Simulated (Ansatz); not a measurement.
## Two Ansatz runs on P

The geometry is COD entry 1534547, unchecked; take it as a test cell.

First run: DFT, PBE, all-electron LAPW, scalar-relativistic (Ansatz 0.2.0).

Command: `ansatz run input.yaml --threads 1 --pin off --max-ram 2048MiB --backend cpu --events-out ev --progress --plain --runs-dir out` The run took 1.6 s on 1 thread of Arm Neoverse V1, with other jobs on the host, peak memory 0.2 GiB.

```yaml
crystal:
  lattice:
    - [4.2729048574, 0.0, 0.0]
    - [0.0, 4.2729048574, 0.0]
    - [0.0, 0.0, 4.378]
  atoms:
    - { symbol: P, position: [0.0, 0.0, 0.0] }
kpoints:
  mp_grid: { grid: [5, 5, 4] }
scf:
  occupations: { method: fermi_dirac, width: 0.08 }
hamiltonian:
  xc: pbe
  pseudopotentials: { kind: all_electron, lapw: { basis_error: 0.00025 } }
output:
  forces: true
  stress: true
  eigenvalues: true
```

Result: converged; pressure -3.33 GPa; 7 SCF iterations.

The input is then changed:

```diff
@@ -10,7 +10,9 @@
 scf:
   occupations: { method: fermi_dirac, width: 0.08 }
+  mixing: { algorithm: broyden, beta: 0.2, ndim: 2 }
 hamiltonian:
   xc: pbe
   pseudopotentials: { kind: all_electron, lapw: { basis_error: 0.00025 } }
+  dispersion: d3bj
 output:
   forces: true
```

(1) What does the second run give?

## Answers

(1) It converged; pressure -3.59 GPa; 12 SCF iterations.
